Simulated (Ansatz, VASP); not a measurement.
# Two plane-wave programs on SiO2

```
Si O
1.0
     4.18010    0.00000    0.00000
     0.00000    4.18010    0.00000
     0.00000    0.00000    2.46970
Si O
2 4
Direct
  0.50000 0.50000 0.50000
  0.00000 0.00000 0.00000
  0.69443 0.69443 0.00000
  0.19443 0.80557 0.50000
  0.30557 0.30557 0.00000
  0.80557 0.19443 0.50000
```

Alike in both runs: task single point; functional LDA; k mesh 6 × 6 × 8; occupations gaussian, width 0.05 eV; no spin polarisation.

|  | VASP | Ansatz |
| --- | --- | --- |
| version | VASP 6.6.1 | Ansatz 0.2.0 |
| potentials or method | VASP PAW LDA potentials, release 64 (Si, O) | scalar-relativistic, plane waves, PAW |
| plane-wave cutoff (eV) | 520 | 520 |
| valence electrons in the cell | 32 | 32 |

```tsv
	VASP	Ansatz	Ansatz less VASP
gap on the k mesh at the Fermi level (eV)	7.15	7.15	+0.005
least direct gap on the mesh (eV)	7.15	7.15	+0.005
rms of the force components (eV/Å)	0.121	0.083	-0.0372
```

Atom by atom the forces differ by 0.037 eV/Å (rms over components). Ansatz warned: «pseudo_functional_mismatch».

 A k mesh can miss the band edges. As with any semilocal functional, this LDA gap is likely too small.
